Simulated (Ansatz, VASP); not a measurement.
Ge in VASP and in Ansatz

```xyz
2
Lattice="0.0000 2.8289 2.8289 2.8289 0.0000 2.8289 2.8289 2.8289 0.0000" Properties=species:S:1:pos:R:3 pbc="T T T"
Ge    4.2434    4.2434    4.2434
Ge    2.8289    2.8289    2.8289
```

Alike in both runs: functional r2SCAN; k mesh 5 × 5 × 5; occupations fermi-dirac, width 0.05 eV; no spin polarisation.

|  | VASP | Ansatz |
| --- | --- | --- |
| version | VASP 6.6.1 | Ansatz 0.2.0 |
| potentials or method | VASP PAW PBE potentials, release 64 (Ge_d) | Ansatz PAW |
| plane-wave cutoff (eV) | 520 | 500 |
| valence electrons in the cell | 28 | 28 |
| task | single point | band structure |

```tsv
	VASP	Ansatz	Ansatz less VASP
gap on the k mesh at the Fermi level (eV)	0.41	0.45	+0.041
least direct gap on the mesh (eV)	0.41	0.45	+0.041
pressure (GPa)	0.6	0.6	-0.07
```

Caveats: the PAW data sets were made with another functional, which shifts forces and pressure a little (VASP); an odd mesh through Γ misses points on the zone boundary, where band edges often lie (VASP); the PAW data sets come from PBE, with cores solved anew for the run's functional, which leaves a small shift of forces and pressure (Ansatz).
